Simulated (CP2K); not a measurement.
# TiSi2 (Cmcm) in CP2K: notebook, part 2 of 2

CP2K 2026.2.

**4. Single point, PBE+D4**

Contents of tisi2_scf.inp:

```
&GLOBAL
  PROJECT tisi2_scf
  RUN_TYPE ENERGY_FORCE
  PRINT_LEVEL LOW
&END GLOBAL
&FORCE_EVAL
  METHOD QS
  STRESS_TENSOR ANALYTICAL
  &DFT
    BASIS_SET_FILE_NAME BASIS_MOLOPT_UZH
    POTENTIAL_FILE_NAME POTENTIAL_UZH
    &MGRID
      CUTOFF 450
      REL_CUTOFF 60
      NGRIDS 5
    &END MGRID
    &QS
      METHOD GPW
      EPS_DEFAULT 1.0E-10
    &END QS
    &KPOINTS
      SCHEME MONKHORST-PACK 8 8 8
      GAMMA_CENTERED T
      SYMMETRY T
      SYMMETRY_BACKEND SPGLIB
    &END KPOINTS
    &SCF
      SCF_GUESS ATOMIC
      EPS_SCF 1.0E-6
      MAX_SCF 100
      ADDED_MOS 24
      CHOLESKY OFF
      EPS_EIGVAL 1.0E-7
      &DIAGONALIZATION ON
        ALGORITHM STANDARD
      &END DIAGONALIZATION
      &MIXING ON
        METHOD BROYDEN_MIXING
        ALPHA 0.4
        BETA 1.5
        NBUFFER 8
      &END MIXING
      &SMEAR ON
        METHOD FERMI_DIRAC
        ELECTRONIC_TEMPERATURE 580.23
      &END SMEAR
    &END SCF
    &XC
      &XC_FUNCTIONAL PBE
      &END XC_FUNCTIONAL
      &VDW_POTENTIAL
        POTENTIAL_TYPE PAIR_POTENTIAL
        &PAIR_POTENTIAL
          TYPE DFTD4
          REFERENCE_FUNCTIONAL PBE
          D4_CUTOFF 20
        &END PAIR_POTENTIAL
      &END VDW_POTENTIAL
    &END XC
    &PRINT
      &KPOINTS ON
      &END KPOINTS
      &MULLIKEN ON
      &END MULLIKEN
      &MO ON
        ENERGIES T
        OCCUPATION_NUMBERS T
        &EACH
          QS_SCF 0
        &END EACH
        ADD_LAST NUMERIC
      &END MO
    &END PRINT
  &END DFT
  &SUBSYS
    &CELL
      A 6.9859489419 0.0000000000 0.0000000000
      B -6.0939883006 3.4156681940 0.0000000000
      C 0.0000000000 0.0000000000 3.5651739700
      PERIODIC XYZ
    &END CELL
    &COORD
      Ti  -4.7452102856 3.0634510479 0.8912934925
      Ti  5.6371709269 0.3522171461 2.6738804775
      Si  3.7200824571 0.8528417278 0.8912934925
      Si  -2.8281218158 2.5628264662 2.6738804775
      Si  -0.3159449896 1.9068017220 0.8912934925
      Si  1.2079056309 1.5088664720 2.6738804775
    &END COORD
    &KIND Ti
      BASIS_SET DZVP-MOLOPT-PBE-GTH-q12
      POTENTIAL GTH-PBE-q12
    &END KIND
    &KIND Si
      BASIS_SET DZVP-MOLOPT-PBE-GTH-q4
      POTENTIAL GTH-PBE-q4
    &END KIND
    &PRINT
      &ATOMIC_COORDINATES ON
      &END ATOMIC_COORDINATES
      &CELL ON
      &END CELL
    &END PRINT
  &END SUBSYS
  &PRINT
    &FORCES ON
    &END FORCES
    &STRESS_TENSOR ON
    &END STRESS_TENSOR
  &END PRINT
&END FORCE_EVAL
```

The run is started by

```
> OMP_NUM_THREADS=1 cp2k.psmp -i tisi2_scf.inp -o tisi2_scf.out
```

Run time: 3.8 min. Hardware: 1 thread of Intel Xeon Platinum 8488C (Sapphire Rapids), shared host; peak memory 0.71 GiB.

Results (log left out):

* Free energy: -3594.1184 eV
* Pressure: -3.1 GPa
* Largest force: 0.175 eV/Å
* Band gap on the k mesh: none (metal or under the smearing width)
* Mulliken charges: Ti -0.30; Si +0.12, +0.18 e

Forces in eV/Å, atoms in the order of the input:
```
Ti   0.048 -0.013 -0.026
Ti  -0.048  0.013  0.026
Si   0.011 -0.003  0.000
Si  -0.011  0.003  0.000
Si  -0.169  0.044  0.000
Si   0.169 -0.044  0.000
```

Stress tensor (GPa, compression positive):
```
-3.41  0.04  0.00
 0.04 -3.25  0.00
 0.00  0.00 -2.78
```

Levels at points of the mesh, in eV from the Fermi level:
```
           k point  band 17  band 18  band 19  band 20  band 21  band 22  band 23  band 24
(0.00, 0.00, 0.00)    -2.15    -2.10    -2.08     0.45     0.72     0.81     0.90     1.39
(0.00, 0.00, 0.50)    -1.63    -1.63    -0.06    -0.06     0.84     0.84     1.47     1.47
(0.00, 0.50, 0.00)    -1.70    -1.47    -0.67    -0.61    -0.55     1.21     1.51     1.68
(0.00, 0.50, 0.50)    -3.23    -3.23    -2.45    -2.45     1.76     1.76     1.89     1.89
(0.50, 0.50, 0.00)    -2.54    -1.95    -1.17     0.37     0.65     0.76     0.91     1.15
(0.50, 0.50, 0.50)    -2.05    -2.05    -0.91    -0.91     0.48     0.48     1.68     1.68
```

Caveat: Mulliken charges move with the basis; the basis of atomic orbitals isn't converged, which shifts pressures, moduli and gaps; pairwise dispersion overbinds metals, which lowers pressure and volume.

**5. Single point, PBE+rVV10**

tisi2_scf.inp: that of step 4 with these lines changed.

```diff
@@ -51,8 +51,9 @@
       &VDW_POTENTIAL
-        POTENTIAL_TYPE PAIR_POTENTIAL
-        &PAIR_POTENTIAL
-          TYPE DFTD4
-          REFERENCE_FUNCTIONAL PBE
-          D4_CUTOFF 20
-        &END PAIR_POTENTIAL
+        POTENTIAL_TYPE NON_LOCAL
+        &NON_LOCAL
+          TYPE RVV10
+          PARAMETERS 10.0 0.0093
+          KERNEL_FILE_NAME rVV10_kernel_table.dat
+          CUTOFF 150
+        &END NON_LOCAL
       &END VDW_POTENTIAL
```

Potentials or basis: POTENTIAL_UZH Ti GTH-PBE-q12, Si GTH-PBE-q4; DZVP-MOLOPT-PBE-GTH basis.

The run is started by

```
> OMP_NUM_THREADS=1 cp2k.psmp -i tisi2_scf.inp -o tisi2_scf.out
```

tisi2_scf.out:

```text

 CP2K| version string:                                       CP2K version 2026.2
 CP2K| Input file name                                             tisi2_scf.inp

 GLOBAL| Force Environment number                                              1
 GLOBAL| Basis set file name                                    BASIS_MOLOPT_UZH
 GLOBAL| Potential file name                                       POTENTIAL_UZH
 GLOBAL| MM Potential file name                                     MM_POTENTIAL
 GLOBAL| Coordinate file name                                      __STD_INPUT__
 GLOBAL| Method name                                                        CP2K
 GLOBAL| Project name                                                  tisi2_scf
 GLOBAL| Run type                                                   ENERGY_FORCE
 GLOBAL| FFT library                                                       FFTW3
 GLOBAL| Diagonalization library                                       ScaLAPACK
 GLOBAL| Cholesky decomposition library                                ScaLAPACK
 GLOBAL| DGEMM library                                                      BLAS
 GLOBAL| Direct generalized diagonalization requested                          F
 GLOBAL| Matrix multiplication library                                 ScaLAPACK
 GLOBAL| Global print level                                                  LOW
 GLOBAL| Total number of message passing processes                             1
 GLOBAL| Number of threads for this process                                    1
 GLOBAL| CPU model name                          Intel(R) Xeon(R) Platinum 8488C

 CELL| Volume [angstrom^3]:                                            85.071053
[... 883 lines left out ...]

 !-----------------------------------------------------------------------------!
                     Mulliken Population Analysis

 #  Atom  Element  Kind  Atomic population                           Net charge
       1     Ti       1         12.311737                             -0.311737
       2     Ti       1         12.311737                             -0.311737
       3     Si       2          3.878329                              0.121671
       4     Si       2          3.878329                              0.121671
       5     Si       2          3.809935                              0.190065
       6     Si       2          3.809933                              0.190067
 # Total charge                             40.000000                  0.000000

 !-----------------------------------------------------------------------------!

 ENERGY| Total FORCE_EVAL ( QS ) energy [hartree]           -131.966111536304254

 FORCES| Atomic forces [hartree/bohr]
 FORCES|   Atom     x               y               z               |f|
 FORCES|      1  2.28757532E-04 -5.97817477E-05 -8.84142841E-04   9.15211685E-04
 FORCES|      2 -2.28776271E-04  5.97896432E-05  8.84143334E-04   9.15217362E-04
 FORCES|      3  1.90497694E-04 -4.97264616E-05 -1.18867120E-06   1.96884497E-04
 FORCES|      4 -1.90488274E-04  4.97307688E-05  1.18851739E-06   1.96876470E-04
 FORCES|      5 -3.75476627E-03  9.80557073E-04 -2.14158613E-06   3.88069150E-03
 FORCES|      6  3.75477558E-03 -9.80569272E-04  2.14126897E-06   3.88070359E-03
 FORCES| Sum    -1.18050921E-11  3.02429566E-12  2.30063727E-11
 FORCES| Total atomic force                                       2.60345876E-11

 STRESS| Analytical stress tensor [bar]
 STRESS|                        x                   y                   z
 STRESS|      x        3.25963103244E+03   7.06205599407E+02  -2.31404735142E+00
 STRESS|      y        7.06205599407E+02   5.77836489268E+03   6.04291609383E-01
 STRESS|      z       -2.31404735142E+00   6.04291609383E-01   1.02451205125E+04
 STRESS| 1/3 Trace                                             6.42770547919E+03
 STRESS| Determinant                                           1.87860757143E+11

 STRESS| Eigenvectors and eigenvalues of the analytical stress tensor [bar]
 STRESS|                        1                   2                   3
 STRESS| Eigenvalues   3.07513726393E+03   5.96285786342E+03   1.02451213102E+04
 STRESS|      x           0.967528340492      0.252762351192     -0.000322746533
 STRESS|      y          -0.252762337148      0.967528394322      0.000084259389
 STRESS|      z           0.000333564036      0.000000054821      0.999999944368
```

It took 3.9 min on 1 thread of Intel Xeon Platinum 8488C (Sapphire Rapids), shared host; peak memory 0.77 GiB.

Results:

| Property | Result |
| --- | --- |
| Free energy | -3590.9805 eV |
| Pressure | 0.6 GPa |
| Largest force | 0.200 eV/Å |
| Band gap on the k mesh | none (metal or under the smearing width) |
| Mulliken charges | Ti -0.31; Si +0.12, +0.19 e |

Forces in eV/Å, atoms in the order of the input:
```
Ti   0.012 -0.003 -0.045
Ti  -0.012  0.003  0.045
Si   0.010 -0.003  0.000
Si  -0.010  0.003  0.000
Si  -0.193  0.050  0.000
Si   0.193 -0.050  0.000
```

Stress tensor (GPa, compression positive):
```
0.33 0.07 0.00
0.07 0.58 0.00
0.00 0.00 1.02
```

Levels at points of the mesh, in eV from the Fermi level:
```csv
k point,band 18,band 19,band 20,band 21,band 22,band 23
"(0.00, 0.00, 0.00)",-2.10,-2.08,0.46,0.72,0.81,0.90
"(0.00, 0.00, 0.50)",-1.64,-0.06,-0.06,0.84,0.84,1.47
"(0.00, 0.50, 0.00)",-1.47,-0.67,-0.61,-0.55,1.20,1.50
"(0.00, 0.50, 0.50)",-3.24,-2.45,-2.45,1.76,1.76,1.90
"(0.50, 0.50, 0.00)",-1.95,-1.17,0.37,0.65,0.76,0.91
"(0.50, 0.50, 0.50)",-2.05,-0.91,-0.91,0.48,0.48,1.69
```

Caveat: Mulliken charges move with the basis; the basis of atomic orbitals isn't converged, which shifts pressures, moduli and gaps; pairwise dispersion overbinds metals, which lowers pressure and volume.

**6. Single point, PBE+D3(BJ)+ATM**

tisi2_scf.inp: that of step 5 with these lines changed.

```diff
@@ -51,9 +51,11 @@
       &VDW_POTENTIAL
-        POTENTIAL_TYPE NON_LOCAL
-        &NON_LOCAL
-          TYPE RVV10
-          PARAMETERS 10.0 0.0093
-          KERNEL_FILE_NAME rVV10_kernel_table.dat
-          CUTOFF 150
-        &END NON_LOCAL
+        POTENTIAL_TYPE PAIR_POTENTIAL
+        &PAIR_POTENTIAL
+          TYPE DFTD3(BJ)
+          REFERENCE_FUNCTIONAL PBE
+          PARAMETER_FILE_NAME dftd3.dat
+          R_CUTOFF 20
+          CALCULATE_C9_TERM T
+          REFERENCE_C9_TERM T
+        &END PAIR_POTENTIAL
       &END VDW_POTENTIAL
```

Potentials or basis: POTENTIAL_UZH Ti GTH-PBE-q12, Si GTH-PBE-q4; DZVP-MOLOPT-PBE-GTH basis.

The run is started by

```
> OMP_NUM_THREADS=1 cp2k.psmp -i tisi2_scf.inp -o tisi2_scf.out
```

tisi2_scf.out:

```text

 CP2K| version string:                                       CP2K version 2026.2
 CP2K| Input file name                                             tisi2_scf.inp

 GLOBAL| Force Environment number                                              1
 GLOBAL| Basis set file name                                    BASIS_MOLOPT_UZH
 GLOBAL| Potential file name                                       POTENTIAL_UZH
 GLOBAL| MM Potential file name                                     MM_POTENTIAL
 GLOBAL| Coordinate file name                                      __STD_INPUT__
 GLOBAL| Method name                                                        CP2K
 GLOBAL| Project name                                                  tisi2_scf
 GLOBAL| Run type                                                   ENERGY_FORCE
 GLOBAL| FFT library                                                       FFTW3
 GLOBAL| Diagonalization library                                       ScaLAPACK
 GLOBAL| Cholesky decomposition library                                ScaLAPACK
 GLOBAL| DGEMM library                                                      BLAS
 GLOBAL| Direct generalized diagonalization requested                          F
[... 903 lines left out ...]

 ENERGY| Total FORCE_EVAL ( QS ) energy [hartree]           -132.103911728850932

 FORCES| Atomic forces [hartree/bohr]
 FORCES|   Atom     x               y               z               |f|
 FORCES|      1  8.63357958E-04 -2.25499328E-04 -4.96900967E-04   1.02134592E-03
 FORCES|      2 -8.63376585E-04  2.25507182E-04  4.96901445E-04   1.02136363E-03
 FORCES|      3  2.00331101E-04 -5.22945642E-05  8.93566741E-07   2.07046057E-04
 FORCES|      4 -2.00321750E-04  5.22988676E-05 -8.93720414E-07   2.07038097E-04
 FORCES|      5 -3.27525253E-03  8.55337142E-04 -1.52541783E-07   3.38509686E-03
 FORCES|      6  3.27526180E-03 -8.55349298E-04  1.52226129E-07   3.38510890E-03
 FORCES| Sum    -7.47120248E-12  1.85897445E-12  9.63224848E-12
 FORCES| Total atomic force                                       1.23310528E-11

 STRESS| Analytical stress tensor [bar]
 STRESS|                        x                   y                   z
 STRESS|      x       -4.42601553804E+04   6.14000918137E+02  -2.78336002653E+00
 STRESS|      y        6.14000918137E+02  -4.20704237282E+04   7.26842999247E-01
 STRESS|      z       -2.78336002653E+00   7.26842999247E-01  -3.84551787517E+04
 STRESS| 1/3 Trace                                            -4.15952526201E+04
 STRESS| Determinant                                          -7.15907174562E+13

 STRESS| Eigenvectors and eigenvalues of the analytical stress tensor [bar]
 STRESS|                        1                   2                   3
 STRESS| Eigenvalues  -4.44205711113E+04  -4.19100093845E+04  -3.84551773645E+04
 STRESS|      x           0.967524650600      0.252776250408     -0.000466594637
 STRESS|      y          -0.252776221061      0.967524763109      0.000121804529
 STRESS|      z           0.000482231158      0.000000095145      0.999999883727
```

It took 5.5 min on 1 thread of Intel Xeon Platinum 8488C (Sapphire Rapids), shared host; peak memory 0.72 GiB.

Results:

```yaml
Free_energy: -3594.7303 eV
Pressure: -4.2 GPa
Largest_force: 0.174 eV/Å
Band_gap_on_the_k_mesh: none (metal or under the smearing width)
Mulliken_charges: Ti -0.30; Si +0.12, +0.18 e
```

Forces in eV/Å, atoms in the order of the input:
```
Ti   0.044 -0.012 -0.026
Ti  -0.044  0.012  0.026
Si   0.010 -0.003  0.000
Si  -0.010  0.003  0.000
Si  -0.168  0.044  0.000
Si   0.168 -0.044  0.000
```

Caveat: Mulliken charges move with the basis; the basis of atomic orbitals isn't converged, which shifts pressures, moduli and gaps; pairwise dispersion overbinds metals, which lowers pressure and volume.

**7. The runs side by side**

```csv
level,cutoff radius of the dispersion sum (A),cutoff of the non-local correlation (Ry),gap on the mesh (eV),pressure (GPa),largest force (eV/Å)
PBE+D3,20,-,none,-3.6,0.19
PBE+D3(BJ),20,-,none,-5.0,0.17
PBE+D4,20,-,none,-3.1,0.17
PBE+rVV10,-,150 Ry,none,0.6,0.20
PBE+D3(BJ)+ATM,20,-,none,-4.2,0.17
```

Alike in all rows: task single point; potentials or basis POTENTIAL_UZH Ti GTH-PBE-q12, Si GTH-PBE-q4; DZVP-MOLOPT-PBE-GTH basis; no spin polarisation; cell as given; k mesh 8 × 8 × 8; smearing fermi-dirac 0.05 eV.

Caveats: the basis of atomic orbitals isn't converged, which shifts pressures, moduli and gaps; pairwise dispersion overbinds metals, which lowers pressure and volume.

Absolute energies hang on the potentials; compare differences alone.
